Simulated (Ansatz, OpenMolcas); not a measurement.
**Computed against measured: dipole moment**

9 molecules; the dipole moment in D, computed less measured. Shapes, held fixed at every level: PBE0-D4/def2-TZVP. No vibrational averaging. Dipoles are compared by magnitude; molecules under 1 D, whose direction can flip, are left out. Programs: Ansatz 0.2.0, OpenMolcas 26.06. Measured values: NIST CCCBDB.

Levels: A = PBE-D4/def2-TZVPP; B = B3LYP/cc-pVDZ; C = PBE0/cc-pVDZ.

```json
{"molecule": "AsF3 (arsenic trifluoride)", "measured": "2.59", "A": "-0.32", "B": "-0.11", "C": "-0.11"}
{"molecule": "SCl2O2 (sulfuryl chloride)", "measured": "1.81", "A": "-0.18", "B": "-0.36", "C": "-0.37"}
{"molecule": "C2F3N (cyanotrifluoromethane)", "measured": "1.33", "A": "+0.15", "B": "-0.01", "C": "0.00"}
{"molecule": "C2H3ClO (SMILES CC(=O)Cl)", "measured": "2.72", "A": "-0.05", "B": "-0.07", "C": "+0.01"}
{"molecule": "C2H3F3 (1,1,1-trifluoroethane)", "measured": "2.32", "A": "-0.18", "B": "-0.22", "C": "-0.17"}
{"molecule": "C2H6O (dimethyl ether)", "measured": "1.30", "A": "-0.20", "B": "-0.17", "C": "-0.13"}
{"molecule": "C2H6S (dimethyl sulfide)", "measured": "1.50", "A": "+0.01", "B": "-0.04", "C": "+0.05"}
{"molecule": "C2H7N (dimethylamine)", "measured": "1.03", "A": "-0.16", "B": "-0.20", "C": "-0.16"}
{"molecule": "C3H6O (SMILES CC(C)=O)", "measured": "2.88", "A": "-0.02", "B": "-0.18", "C": "-0.12"}
```

**Question.** Sum up the errors.

**Answer.** 
```json
{"level": "PBE-D4/def2-TZVPP", "kind": "GGA", "mean error": "-0.106", "mean absolute error": "0.141", "worst case": "AsF3"}
{"level": "B3LYP/cc-pVDZ", "kind": "global hybrid", "mean error": "-0.151", "mean absolute error": "0.151", "worst case": "SCl2O2"}
{"level": "PBE0/cc-pVDZ", "kind": "global hybrid", "mean error": "-0.111", "mean absolute error": "0.124", "worst case": "SCl2O2"}
```

On this set PBE0/cc-pVDZ has the smallest mean absolute error and B3LYP/cc-pVDZ the largest. Without SCl2O2 the largest would be that of PBE-D4/def2-TZVPP. PBE-D4/def2-TZVPP is too low in 7 of 9; B3LYP/cc-pVDZ is too low in 9 of 9; PBE0/cc-pVDZ is too low in 6 of 9. The tabulated value of C2F3N is in doubt (older tables, estimates, or at odds with other calculations) and kept here. Over the 8 molecules whose values aren't doubted the mean absolute errors are A 0.140; B 0.169; C 0.140. The smallest two are near a tie. The largest two are near a tie. Relativity is left out for As. The set is small.
